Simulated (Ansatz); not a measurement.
The system is AlNi.

```xyz
2
Lattice="2.8810 0.0000 0.0000 0.0000 2.8810 0.0000 0.0000 0.0000 2.8810" Properties=species:S:1:pos:R:3 pbc="T T T"
Ni    1.4405    1.4405    1.4405
Al    0.0000    0.0000    0.0000
```

| Property | Result |
| --- | --- |
| Program | Ansatz 0.2.0 |
| Task | relaxation of cell and atoms |
| Functional | BLYP |
| Potentials or basis | Ansatz PAW |
| Cutoff | 420 eV (not typed: the program's choice for these potentials) |
| k mesh | 9 × 9 × 9 |
| Occupations | fermi-dirac, width 0.05 eV |
| Spin | collinear spin, ferromagnetic start |
| Starting moments | [1.0, 0.0] μB |

At the start: volume 11.96 Å³/atom.

Problem. How do energy, volume and symmetry change on relaxing?

Solution. It ends after 5 steps and the volume is 12.47 Å³/atom (+4.3 %); space group Pm-3m (No. 221, to 0.05 Å); moment 0.00 μB per cell.

The path:
```
step  energy change (eV)  largest force (eV/Å)  volume (Å³)
   1              0.0000                0.0000        23.91
   2             -0.0164                0.0000        24.50
   3             -0.0197                0.0000        24.90
   4             -0.0197                0.0000        24.93
   5             -0.0203                0.0000        24.93
```

Final structure:
```cif
data_structure
_symmetry_space_group_name_H-M 'P 1'
_symmetry_Int_Tables_number 1
_cell_length_a 2.9213
_cell_length_b 2.9213
_cell_length_c 2.9213
_cell_angle_alpha 90.000
_cell_angle_beta 90.000
_cell_angle_gamma 90.000
_cell_volume 24.93
loop_
_atom_site_label
_atom_site_type_symbol
_atom_site_fract_x
_atom_site_fract_y
_atom_site_fract_z
_atom_site_occupancy
Ni1 Ni 0.50000 0.50000 0.50000 1
Al1 Al 0.00000 0.00000 0.00000 1
```

Caveat: the plane-wave basis is chosen anew once the cell has moved, so the energies of steps on either side of that aren't comparable; the PAW data sets come from PBE, with cores solved anew for the run's functional, which leaves a small shift of forces and pressure; the starting moments weren't kept.
